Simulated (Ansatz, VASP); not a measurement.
# ZnSe (Stilleite) in VASP and in Ansatz

File INCAR:

```
PREC     = Accurate       # precision mode
ENCUT    = 520            # plane-wave cutoff, eV
EDIFF    = 1E-6           # SCF threshold, eV
ISMEAR   = 0              # smearing method
SIGMA    = 0.014          # smearing width, eV
LREAL    = F              # projectors in reciprocal space
LASPH    = T              # aspherical terms in the spheres
NELM     = 80             # most SCF steps
ALGO     = Normal         # electronic algorithm
ISIF     = 2              # what is computed and relaxed
LWAVE    = F              # write WAVECAR
LCHARG   = F              # write CHGCAR
GGA      = PE             # functional
NBANDS   = 16             # bands
```

KPOINTS

```
regular mesh
0
Gamma
  8 8 8
```

The input POSCAR:

```
ZnSe
1.0
    0.0000000000      2.8338000000      2.8338000000
    2.8338000000      0.0000000000      2.8338000000
    2.8338000000      2.8338000000      0.0000000000
Se Zn
1 1
Direct
    0.7500000000      0.7500000000      0.7500000000
    0.0000000000      0.0000000000      0.0000000000
```

File input.yaml:

```yaml
crystal:
  lattice:
    - [0.0, 2.8338, 2.8338]
    - [2.8338, 0.0, 2.8338]
    - [2.8338, 2.8338, 0.0]
  atoms:
    - { symbol: Se, position: [0.75, 0.75, 0.75] }
    - { symbol: Zn, position: [0.0, 0.0, 0.0] }
kpoints:
  mp_grid: { grid: [8, 8, 8] }
scf:
  occupations: { method: gaussian, width: 0.014 }
hamiltonian:
  xc: pbe
  pseudopotentials: { kind: all_electron, lapw: { basis_error: 0.001 } }
output:
  forces: true
  stress: true
  eigenvalues: true
```

Alike in both runs: task single point; functional PBE; k mesh 8 × 8 × 8; occupations gaussian, width 0.014 eV; no spin polarisation.

```csv
,VASP,Ansatz
version,VASP 6.6.1,Ansatz 0.2.0
potentials or method,"VASP PAW PBE potentials, release 64 (Se, Zn)","all-electron LAPW, scalar-relativistic"
plane-wave cutoff (eV),520,see its input
```

|  | VASP | Ansatz | Ansatz less VASP |
| --- | --- | --- | --- |
| gap on the k mesh at the Fermi level (eV) | 1.29 | 1.29 | 0.000 |
| least direct gap on the mesh (eV) | 1.29 | 1.29 | 0.000 |
| pressure (GPa) | 2.3 | 2.1 | -0.22 |

Ansatz ran all-electron here, so the differences hold the error of VASP's frozen core and of both bases.

As with any semilocal functional, this PBE gap is likely too small.
